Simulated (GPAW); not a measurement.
C:

```
CELL_PARAMETERS angstrom
2.52210 0.00000 0.00000
-1.26105 2.18420 0.00000
0.00000 0.00000 8.23710
ATOMIC_POSITIONS crystal
C 0.66667 0.33333 0.84375
C 0.33333 0.66667 0.34375
C 0.66667 0.33333 0.65625
C 0.33333 0.66667 0.15625
C 0.00000 0.00000 0.90625
C 0.00000 0.00000 0.40625
C 0.00000 0.00000 0.59375
C 0.00000 0.00000 0.09375
```

This is a hexagonal form of diamond, not graphite.

Base run:

| Property | Result |
| --- | --- |
| Program | GPAW 26.7.0 |
| Functional | optPBE-vdW |
| Potentials or basis | GPAW PAW data sets (gpaw-data 1.2.1) |
| Cutoff | 800 eV |
| Basis | pw |
| k mesh | 7 × 7 × 2 |
| Occupations | fermi-dirac, width 0.05 eV |
| Spin | no spin polarisation |

Its results: band gap on the k mesh 4.61 eV, indirect (least direct gap 5.27 eV); largest force 0.343 eV/Å.

After a change of settings the same cell gave: band gap on the k mesh 4.67 eV, indirect (least direct gap 5.42 eV); largest force 0.359 eV/Å. Which change was it?
A. functional from optPBE-vdW to C09-vdW
B. functional from optPBE-vdW to MS2
C. functional from optPBE-vdW to rSCAN
D. functional from optPBE-vdW to PBEint; potentials or basis from GPAW PAW data sets (gpaw-data 1.2.1) to PAW data sets generated in the run's folder for this functional

C.

Caveats: the PAW data sets were made with another functional, which shifts forces and pressure a little.

Not every run made on this cell is shown here.
